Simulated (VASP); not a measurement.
Here is a VASP 6.6.1 calculation.

The input POSCAR:

```
SnO
1.0
    3.2179224933      0.0000000000      0.0000000000
    0.0000000000      3.2179224933      0.0000000000
    0.0000000000      0.0000000000      3.0301771964
Sn O
1 1
Direct
    0.0000000000      0.0000000000      0.0000000000
    0.5000000000      0.5000000000      0.5000000000
```

INCAR.step1

```
SYSTEM = SnO
PREC = Accurate ; ENCUT = 520
ISMEAR = -1 ; SIGMA = 0.02
LREAL = .FALSE. ; LASPH = .TRUE.
NELM = 100 ; NBANDS = 17
GGA = PE ; ALGO = Normal
EDIFF = 1E-4 ; LWAVE = .TRUE.
LCHARG = .FALSE.
```

INCAR.step2

```
SYSTEM = SnO
PREC = Accurate ; ENCUT = 520
EDIFF = 1E-6 ; ISMEAR = -1
SIGMA = 0.02 ; LREAL = .FALSE.
LASPH = .TRUE. ; NELM = 100
ALGO = Normal ; ISIF = 2
LWAVE = .FALSE. ; LCHARG = .FALSE.
METAGGA = R2SCAN ; LMIXTAU = .TRUE.
NBANDS = 17 ; ISTART = 1
```

File KPOINTS:

```
regular mesh
0
G
  8 8 8
  0 0 0
```

Potentials or basis: VASP PAW PBE potentials, release 64 (Sn_d, O).

Launch:

```sh
$ cat potpaw_PBE.64/Sn_d/POTCAR potpaw_PBE.64/O/POTCAR > POTCAR
$ cp INCAR.step1 INCAR
$ mpirun -np 1 vasp_std > vasp.out
$ cp INCAR.step2 INCAR
$ mpirun -np 1 vasp_std > vasp.out
```

(1) Predict the band gap on the k mesh.

(2) Predict the pressure.

Results:

(1) none (metal or under the smearing width).

(2) -4.8 GPa.

Caveat: the PAW data sets were made with another functional, which shifts forces and pressure a little.
